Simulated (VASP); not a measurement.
Set up this calculation in VASP 6.6.1, as the native input.

| Quantity | Value |
| --- | --- |
| Task | Born charges and dielectric tensor |
| Functional | LDA |
| Potentials or basis | VASP PAW LDA potentials, release 64 (Si) |
| Cutoff | 600 eV |
| k mesh | 14 × 14 × 14 |
| Occupations | gaussian, width 0.02 eV |
| Spin | no spin polarisation |
| Further INCAR settings | ALGO = Normal; EDIFF = 1e-08; IBRION = 8; NSW = 1 |

The structure of Si lies in POSCAR:

```
Si
1.0
    0.0000000000      2.7487400000      2.7487400000
    2.7487400000      0.0000000000      2.7487400000
    2.7487400000      2.7487400000      0.0000000000
Si
2
Direct
    0.5000000000      0.5000000000      0.5000000000
    0.7500000000      0.7500000000      0.7500000000
```

The input as run:

INCAR

```
PREC     = Accurate       # precision mode
ENCUT    = 600            # plane-wave cutoff, eV
EDIFF    = 1E-8           # SCF threshold, eV
ISMEAR   = 0              # smearing method
SIGMA    = 0.02           # smearing width, eV
LREAL    = F              # projectors in reciprocal space
LASPH    = T              # aspherical terms in the spheres
NELM     = 100            # most SCF steps
ALGO     = Normal         # electronic algorithm
ISIF     = 2              # what is computed and relaxed
LWAVE    = F              # write WAVECAR
LCHARG   = F              # write CHGCAR
GGA      = CA             # functional
LEPSILON = T              # dielectric tensor by DFPT
IBRION   = 8              # ionic algorithm
NSW      = 1              # ionic steps
```

KPOINTS

```
Automatic mesh
0
Gamma
  14 14 14
```

Potentials or basis: VASP PAW LDA potentials, release 64 (Si).

Command:

```bash
$ cat potpaw_LDA.64/Si/POTCAR > POTCAR
$ mpirun -np 1 vasp_std > vasp.out
```

Results of the run:

* Band gap on the k mesh: 0.53 eV, indirect (least direct gap 2.46 eV)
* Electronic dielectric tensor (diagonal): 13.60
* Born charges (mean of the diagonal): Si +0.00 e
* Highest phonon frequency at Γ: 487 cm⁻¹

Caveat: the gap is small at this level, which inflates the dielectric constant.

It took 4.4 min on 1 thread of Intel(R) Xeon(R) Platinum 8488C (Sapphire Rapids), on a shared host, peak memory 0.48 GiB.
